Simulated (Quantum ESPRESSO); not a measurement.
Runs of Quantum ESPRESSO 7.5 on MoS2. The structure is trigonal, space group P-3m1 (No. 164). Conventional cell: a = 3.227 Å, b = 3.227 Å, c = 6.312 Å, α = 90.00°, β = 90.00°, γ = 120.00°. Mo (site symmetry -3m) is surrounded by 6 S at 2.42 Å. Around S (site symmetry 3m) lie 3 Mo at 2.42 Å. Measurements of this composition are mostly on another form, of space group No. 194.

| task | level | potentials or basis | spin | cell | cutoff (eV) | form of the LDA correlation | most ionic steps | forc conv thr | etot conv thr | ion dynamics | gap on the mesh (eV) | pressure (GPa) | largest force (eV/Å) |
| --- | --- | --- | --- | --- | --- | --- | --- | --- | --- | --- | --- | --- | --- |
| single point | PBE | SSSP 1.3 efficiency PBE | off | atoms moved at random, drawn with an rms of 0.05 Å | 816 | - | - | - | - | - | none | -0.3 | 0.57 |
| band structure | PBEsol | PseudoDojo 0.4 FR PBEsol standard | SOC, no magnetisation | as given | 1088 | - | - | - | - | - | none | -3.3 | 0.04 |
| single point | PBE | SSSP 1.3 efficiency PBE | off | as given | 816 | - | - | - | - | - | none | 1.0 | (a) |
| relaxation of cell and atoms | LDA | PseudoDojo 0.4.1 SR LDA standard | off | relaxed to 0.3 kbar | 1088 | PW92 | 40 | 0.0004 Ry/bohr | 1e-05 Ry | bfgs | none | 0.0 | - |

Alike in all rows: k mesh 9 × 9 × 4; smearing fermi-dirac 0.05 eV.

Fill in the values left out.

(a) 0.29.

Caveats: this functional lacks dispersion, which binds the layers, so the pressure and a relaxed spacing across them are unreliable (some runs).

A k mesh can miss the band edges, and rows without SOC leave out spin-orbit coupling on Mo.

A gap of «none» marks a metal or a gap under the smearing width.
